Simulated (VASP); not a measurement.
Input:

```xyz
2
Lattice="0.0000 2.4510 2.4510 2.4510 0.0000 2.4510 2.4510 2.4510 0.0000" Properties=species:S:1:pos:R:3 pbc="T T T"
In     0.0000     0.0000     0.0000
N      1.2255     1.2255     1.2255
```

Level of theory: r2SCAN meta-GGA, VASP's PBE PAW potentials (set 64) (plane waves; VASP). Run with 520 eV cut-off, 13×13×13 Γ-centred mesh, first-order Methfessel-Paxton smearing of 0.10 eV, potentials In_d N.

**Question.** Give the stress tensor in GPa (positive for a compressed cell).

**Answer.** 
```
9.90  0.00  0.00
0.00  9.90  0.00
0.00  0.00  9.90
```
The pressure is its mean diagonal, 9.90 GPa.

The compound is InN in the zinc blende structure, a metastable form; wurtzite is the usual one. This cell is one point of a volume scan, at 0.94 of the reference volume.
